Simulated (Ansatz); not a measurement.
**Field gradients against strain in ZnSe**

```xyz
2
Lattice="0.0000 2.8338 2.8338 2.8338 0.0000 2.8338 2.8338 2.8338 0.0000" Properties=species:S:1:pos:R:3 pbc="T T T"
Zn    0.0000    0.0000    0.0000
Se    4.2507    4.2507    4.2507
```

Atom numbers follow the list: Zn1, Se2.

Conventional cell: a = 5.668 Å, b = 5.668 Å, c = 5.668 Å, α = 90.00°, β = 90.00°, γ = 90.00°. Zn (atom 1) has 4 Se at 2.45 Å as nearest neighbours. Se (atom 2) has 4 Zn at 2.45 Å as nearest neighbours.

The cell is COD entry 9008857, as deposited and not checked against the literature; nothing was relaxed.

All numbers below come from DFT, PBE, all-electron PAW with datasets made for the crystal, scalar-relativistic in Ansatz 0.2.0.

Numerical set-up: a Γ-centred 8×8×8 k mesh, Fermi–Dirac smearing of 0.03 eV, cutoff 220 eV (chosen by the program for this cell), no spin polarisation.

The strain is applied along the Cartesian axes of the cell as listed (the other components stay zero). Fractional coordinates are held (clamped ions).

The columns are Cartesian components of the electric field gradient at the nuclei, in 10²¹ V/m².

Only quantities that a quadratic follows smoothly over the whole series are listed; rougher ones are left out.

```tsv
εzz	Vzz at Zn1	Vzz at Se2
-0.0300	0.54	-1.27
-0.0200	0.35	-0.85
-0.0100	0.17	-0.43
0.0000	0.00	0.00
0.0100	-0.17	0.43
0.0300	-0.50	1.31
```

Question: Fit the series and give the gradient–strain slopes.

Answer: Least-squares fits y = p0 + p1 x + p2 x² to the rows give Vzz at Zn1: p1 = -17.3, p2 = 24; Vzz at Se2: p1 = 43, p2 = 24. The slopes p1 are in 10²¹ V/m² per unit strain, for clamped ions.

Question: One run, at εzz = 0.0200, is withheld. Predict its row.

Answer: The fits give -0.34, 0.87; the run gave -0.33, 0.87.
